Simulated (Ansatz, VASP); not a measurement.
# One calculation of CaS, two programs

```
Ca S
1.0
     0.00000    2.81911    2.81911
     2.81911    0.00000    2.81911
     2.81911    2.81911    0.00000
Ca S
1 1
Direct
  0.00000 0.00000 0.00000
  0.50000 0.50000 0.50000
```

Change from the starting cell: volume scaled by 0.975, PAW files.

Alike in both runs: task electric field gradients; functional PBE; k mesh 7 × 7 × 7; occupations fermi-dirac, width 0.01 eV; no spin polarisation.

|  | VASP | Ansatz |
| --- | --- | --- |
| version | VASP 6.6.1 | Ansatz 0.2.0 |
| potentials or method | VASP PAW PBE potentials, release 64 (Ca_sv, S) | PAW with Ansatz's default frozen-core files, scalar-relativistic |
| plane-wave cutoff (eV) | 520 | 420 |
| valence electrons in the cell | 16 | 16 |

VASP gave:

* gap on the k mesh at the Fermi level (eV): 2.35
* pressure (GPa): 2.6
* Vzz of the field gradient on the site that differs most (V/Å²): 0.0

Q: What did Ansatz give for the same quantities?

A: gap on the k mesh at the Fermi level (eV): 2.36; pressure (GPa): 2.4; Vzz of the field gradient on the site that differs most (V/Å²): 0.0.

Caveats: an odd mesh through Γ misses points on the zone boundary, where band edges often lie.
